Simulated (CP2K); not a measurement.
The system is Pd.

```
CELL_PARAMETERS angstrom
2.75277 0.00000 0.00000
1.37638 2.38397 0.00000
1.37638 0.79466 2.24762
ATOMIC_POSITIONS crystal
Pd 0.00000 0.00000 0.00000
```

Base run:

| Quantity | Value |
| --- | --- |
| Program | CP2K 2026.2 |
| Functional | vdW-DF2 |
| Potentials or basis | POTENTIAL_UZH Pd GTH-PBE-q18; TZVP-MOLOPT-PBE-GTH basis |
| Density cutoff | 10204 eV |
| k mesh | 12 × 12 × 12 |
| Occupations | fermi-dirac, width 0.05 eV |
| Spin | no spin polarisation |

Its results: band gap on the k mesh none (metal or under the smearing width); pressure 27.5 GPa.

Task: The run is repeated on the same cell with these changes: functional from vdW-DF2 to PBEsol. What comes out?

Result: Band gap on the k mesh none (metal or under the smearing width); pressure -1.0 GPa.

Caveats: the potentials were made for another functional, which shifts forces and pressure; the basis of atomic orbitals isn't converged, which shifts pressures, moduli and gaps.

Not every run made on this cell is shown here.
